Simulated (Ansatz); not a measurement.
Crystal: CdSe (Cadmoselite).

```
CELL_PARAMETERS angstrom
4.30000 0.00000 0.00000
-2.15000 3.72391 0.00000
0.00000 0.00000 7.02000
ATOMIC_POSITIONS crystal
Cd 0.66667 0.33333 0.50000
Cd 0.33333 0.66667 0.00000
Se 0.66667 0.33333 0.88500
Se 0.33333 0.66667 0.38500
```

- Program: Ansatz 0.2.0
- Task: single point
- Functional: PBE
- Potentials or basis: all-electron LAPW, scalar-relativistic
- Cutoff: 279 eV (chosen from the basis error)
- Basis error allowed: 0.001 eV/atom
- k mesh: 7 × 7 × 4
- Occupations: fermi-dirac, width 0.05 eV
- Spin: no spin polarisation

On this cell: pressure 3.0 GPa; largest force 0.283 eV/Å; band gap on the k mesh 0.70 eV, direct.

The same run follows on a disturbed copy (atoms moved at random, drawn with an rms of 0.05 Å):

```
Cd Se
1.0
     4.30000    0.00000    0.00000
    -2.15000    3.72391    0.00000
     0.00000    0.00000    7.02000
Cd Se
2 2
Direct
  0.66728 0.33141 0.50014
  0.33908 0.67993 0.00047
  0.67413 0.32745 0.87992
  0.32728 0.66230 0.38410
```

Question: What changes?

Answer: The energy moves by +3.2 meV/atom; pressure 3.1 GPa; largest force 0.518 eV/Å; band gap on the k mesh 0.67 eV, direct.

Forces in eV/Å, atoms in the order of the input:
```
Cd  -0.133 -0.063  0.171
Cd   0.204 -0.405  0.251
Se  -0.232  0.409 -0.102
Se   0.161  0.059 -0.320
```

Stress tensor (GPa, compression positive):
```
 2.99  0.70  0.08
 0.70  4.13 -0.51
 0.08 -0.51  2.12
```

The runs don't all hold the same shells in valence.
